## Question

The table gives the volume per atom at which each level of theory puts face-centred cubic aluminium at rest. The last column compares it with a measurement at room temperature.

VASP, Kohn-Sham DFT with the functional and dispersion correction named in each row, for face-centred cubic aluminium (Fm-3m, one-atom cell), without spin polarisation. The cell was relaxed separately with each method, using Fermi-Dirac smearing of 0.05 eV. The basis column gives the plane-wave cutoff.

| method | rung | potentials | basis | k mesh | equilibrium volume (Å³/atom) | computed less measured (Å³/atom) |
| --- | --- | --- | --- | --- | --- | --- |
| LDA | LDA | VASP PAW LDA potentials, recommended | 600 eV | 11x11x11 1-atom cell | 15.842 | -0.761 |
| BLYP-D4 | GGA | VASP PAW PBE potentials, recommended | 600 eV | 11x11x11 1-atom cell | 15.874 | -0.729 |
| PBE | GGA | VASP PAW PBE potentials, minimal, release 54 | 580 eV | 11x11x11 1-atom cell | 16.488 | -0.115 |
| PBE-TS | GGA | VASP PAW PBE potentials, recommended | 600 eV | 11x11x11 1-atom cell | 15.096 | -1.507 |
| PBE-rVV10 | GGA | VASP PAW PBE potentials, recommended | 600 eV | 11x11x11 1-atom cell | 16.431 | -0.172 |
| PBEsol-D3 | GGA | VASP PAW PBE potentials, recommended | 600 eV | 11x11x11 1-atom cell | 15.901 | -0.702 |
| RPBE-D3 | GGA | VASP PAW PBE potentials, recommended | 600 eV | 11x11x11 1-atom cell | 16.126 | -0.477 |
| revPBE-D3 | GGA | VASP PAW PBE potentials, recommended | 600 eV | 11x11x11 1-atom cell | 15.953 | -0.650 |
| revPBE-D3(BJ) | GGA | VASP PAW PBE potentials, recommended | 600 eV | 11x11x11 1-atom cell | 15.414 | -1.189 |
| revPBE-D4 | GGA | VASP PAW PBE potentials, recommended | 600 eV | 11x11x11 1-atom cell | 15.631 | -0.972 |
| SCAN-D3 | meta-GGA | VASP PAW PBE potentials, recommended | 600 eV | 11x11x11 1-atom cell | 15.989 | -0.614 |
| HSE06 | hybrid | VASP PAW PBE potentials, recommended | 600 eV | 6x6x6 1-atom cell | 16.374 | -0.229 |

Some method names carry a suffix: TS, D3, D3(BJ) or D4. In these rows an attraction between pairs of atoms, the dispersion correction, is added to the density functional. D4 also contains a three-atom term. PBE-rVV10 instead obtains its dispersion from the electron density.

Take these rough values for aluminium: bulk modulus $B = 77$ GPa, its pressure derivative $B' = 4.5$, Grüneisen parameter $\gamma = 2.2$, Debye temperature 400 K. The dispersion energy in the PBE-TS run is $-0.626$ eV per atom.

(a) All computed volumes lie below the measured one. Does every method therefore make aluminium too small?

(b) Why does LDA give a smaller volume than PBE?

(c) Estimate how far the TS correction should shrink PBE aluminium, and compare with the table.

(d) Why is the size of the dispersion energy a poor guide to the volume when the functional changes?

## Model answer

**(a)** No, because the calculation and the measurement describe different states. The computed crystal has motionless atoms. In the measured crystal the atoms vibrate, even in the limit of zero temperature, and in aluminium this vibration pushes the crystal apart.

The push can be estimated by treating it as a pressure. Any energy $W$ that depends on the volume $V$ exerts the pressure $P = -dW/dV$. If $W$ varies as $V^{-g}$, then $P = gW/V$. A small pressure changes the volume by $VP/B$, so that

$$\Delta V \approx \frac{gW}{B}.$$

For vibrations, $g$ is the Grüneisen parameter, which tells how fast the frequencies fall as the crystal expands. The slope is taken with the populations of the vibrational levels held fixed, so that the energy follows the frequencies. The Debye model gives a vibrational energy of about 0.084 eV per atom at 298 K, zero-point part included. In matching units $B$ is 0.48 eV/Å³, and the swelling is

$$\Delta V \approx \frac{2.2 \times 0.084}{0.48} \approx 0.38\ \text{Å}^3.$$

The fair target for a static calculation is therefore about 16.2 Å³ per atom, not the measured 16.6. Against this target PBE is too large by about 1.7 %, and PBE-rVV10 is also slightly too large. HSE06 lies a little above the target as well, but its coarse k mesh leaves the sign of that difference open. LDA remains too small, by about 2.3 %. The correction moves the target and leaves the order of the volumes as it was, but it changes which method lies closest to the target.

**(b)** LDA takes the exchange-correlation energy at each point from a uniform electron gas of the local density. PBE also takes account of how rapidly the density varies. Taken together, its gradient terms for exchange and correlation favour an uneven density, and the density becomes more uneven as atoms move apart. PBE therefore gains more than LDA does from a slightly expanded crystal, and its volume is larger by 0.65 Å³. This explanation is argued from the form of the functionals; the table shows the result, not the separate energy terms.

**(c)** The TS correction acts in the opposite direction to vibration: it pulls the atoms together. The attraction between two atoms at distance $r$ falls as $r^{-6}$. When the whole crystal is scaled, $r^3$ is proportional to $V$, so the sum over all pairs varies as $V^{-2}$ and $g = 2$. With the dispersion energy at the final volume of 15.10 Å³, the inward pressure is

$$P = \frac{2 \times 0.626\ \text{eV}}{15.10\ \text{Å}^3} = 0.083\ \text{eV/Å}^3 \approx 13\ \text{GPa}.$$

This is a considerable fraction of the bulk modulus, and the metal stiffens as it is squeezed. The Murnaghan equation allows for the stiffening. Starting from the PBE volume of 16.49 Å³, it gives

$$V = 16.49\left(1 + \frac{4.5 \times 13.3}{77}\right)^{-1/4.5} \approx 14.5\ \text{Å}^3.$$

The estimated shrinkage is about 2.0 Å³, whereas the table shows 1.39 Å³. The estimate has the right direction and order of magnitude but is too large by some 40 %. No constant was fitted, but this is not a blind prediction, since the dispersion energy and the final volume were both taken from the PBE-TS run. Read backwards, the same equation says that a pressure of about 8 GPa would squeeze PBE aluminium to the TS volume.

Damping can account for the direction of this misfit. A dispersion correction is damped at short distance, so that it does not count again the attraction that the functional already describes. Neighbours in aluminium are only about 2.9 Å apart, well within the damped range. There the energy changes less steeply than $r^{-6}$, and the pull is weaker than the undamped formula says. The estimate also holds the strength of the attraction fixed, whereas TS derives it from the electron density; whether that matters here was not tested.

Even the damped pull is far too strong for this metal: PBE-TS ends about 1.1 Å³ below the static target. A correction by atom pairs treats the atoms as separate polarisable objects. In a metal the mobile electrons screen the fluctuating dipoles from one another, and a simple pair sum leaves this screening out. That is a likely physical reason for the overbinding, although these runs do not isolate it.

**(d)** Pressure comes from the slope of the energy with volume, not from its depth. A correction that lowered the energy equally at every volume would leave the crystal exactly as it was.

The three revPBE rows show how far depth can serve as a guide. From D3 through D4 to D3(BJ) the dispersion energy deepens and the volume falls, by 0.54 Å³ in all. The fall is uneven, however. The first step costs about 1.1 Å³ per eV of added depth and the second about 2.4. A likely reason is that the schemes differ in how their energy varies with distance, and one number for the depth cannot carry that information.

Between different functionals the guide fails altogether. BLYP-D4 and revPBE-D3(BJ) have almost the same dispersion energy, close to $-0.68$ eV, yet the BLYP-D4 volume is larger by 0.46 Å³. Each volume is a balance between the functional's own preference and the added pull. These two rows differ in both, so their difference cannot be assigned to either one.

The four rows with plain D3 show the reverse case. The dispersion energy with revPBE is about five times that with SCAN, but all four volumes lie within 0.23 Å³ of one another. A plausible cause is compensation. D3 is adjusted separately for each functional, and functionals that bind weakly, such as revPBE and RPBE, receive a stronger correction. The larger pull would then act on a crystal that would otherwise be larger.

## Remarks on the reasoning

A tempting mistake in (a) is to read the last column as a list of errors of the functionals. It also contains the vibrational swelling, which is larger than the whole printed difference for PBE. The vibrational estimate rests on rounded constants, and even the 11x11x11 k mesh is a usual working value, not a converged limit. Methods that lie close to the target should therefore not be ranked by their distance from it. For RPBE-D3, which falls about 0.1 Å³ below it, even the sign is uncertain.

In (c) the choice of rows matters as much as the formula. PBE and PBE-TS share the same functional, so their large difference can be put down to the correction. PBE-rVV10 lies only 0.06 Å³ below PBE, and it uses a form of rVV10 that was refitted for layered solids, which made it weaker than the original. The PBE run has a slightly different cutoff and potential set, which blurs so small a shift but hardly affects one of 1.39 Å³. HSE06 needs similar care: its 0.11 Å³ difference from PBE was obtained on a much coarser k mesh. Apart from LDA, the functionals other than PBE were run with potentials made for PBE, which adds an untested error to comparisons between functionals.

A careful answer to (d) also notes that depth and volume influence each other. Each dispersion energy belongs to the final volume of its own run. A stronger pull brings the atoms closer, and closer atoms generally deepen the dispersion energy further. The order of the revPBE rows therefore supports the mechanism, but the slope between them is not a material constant. The printed output after this text gives the pressure estimates and the comparisons between rows.

Good agreement from a corrected functional deserves the same scrutiny. RPBE-D3 comes close to the static target, but a weakly binding functional and an excessive pull can reach that volume by cancelling each other. All eight rows with a pair correction fall below the estimated target, by amounts that range from about 0.1 Å³, which is too little to be sure of, to 1.1 Å³. Before such a correction is used for a metal, the same functional should be run with and without it at identical settings, and both volumes compared with a measurement from which the vibrational swelling has been removed.

The analysis program printed:

```
Volumes in angstrom^3/atom:
            row  computed  less_measured  less_static_estimate  dispersion_depth_eV
            LDA     15.84         -0.761               -0.3766                    0
        BLYP-D4     15.87         -0.729               -0.3446               0.6789
            PBE     16.49         -0.115                0.2694                    0
         PBE-TS      15.1         -1.507                -1.123               0.6257
      PBE-rVV10     16.43         -0.172                0.2124                    0
      PBEsol-D3      15.9         -0.702               -0.3176               0.1352
        RPBE-D3     16.13         -0.477              -0.09257               0.2559
      revPBE-D3     15.95          -0.65               -0.2656               0.3009
  revPBE-D3(BJ)     15.41         -1.189               -0.8046               0.6861
      revPBE-D4     15.63         -0.972               -0.5876               0.5956
        SCAN-D3     15.99         -0.614               -0.2296              0.05838
          HSE06     16.37         -0.229                0.1554                    0
Vibrational energy at 298 K, rough, eV/atom: 0.08398
Swelling by vibrations, rough, angstrom^3/atom: 0.3844
Static volume estimated from measurement, angstrom^3/atom: 16.22
LDA error against static estimate, percent: -2.322
PBE error against static estimate, percent: 1.661
PBE less LDA, angstrom^3/atom: 0.646
PBE-rVV10 less PBE, angstrom^3/atom: -0.057
HSE06 less PBE, angstrom^3/atom: -0.114
PBE-TS less PBE, angstrom^3/atom: -1.392
PBE-TS less PBE, percent: -8.443
Pressure needed to squeeze PBE Al to the TS volume, GPa: 8.337
Inward pressure of undamped pair sum of the TS depth, GPa: 13.28
Volume change that this undamped pressure would give, angstrom^3/atom: -1.976
revPBE, D3 to D4, volume lost per eV of added depth, angstrom^3/eV: 1.093
revPBE, D4 to D3(BJ), volume lost per eV of added depth, angstrom^3/eV: 2.396
revPBE-D3(BJ) less revPBE-D3, angstrom^3/atom: -0.539
BLYP-D4 less revPBE-D3(BJ), angstrom^3/atom: 0.46
Spread of the four D3 rows (RPBE less PBEsol), angstrom^3/atom: 0.225
Dispersion depth, revPBE-D3 over SCAN-D3, ratio: 5.154
```
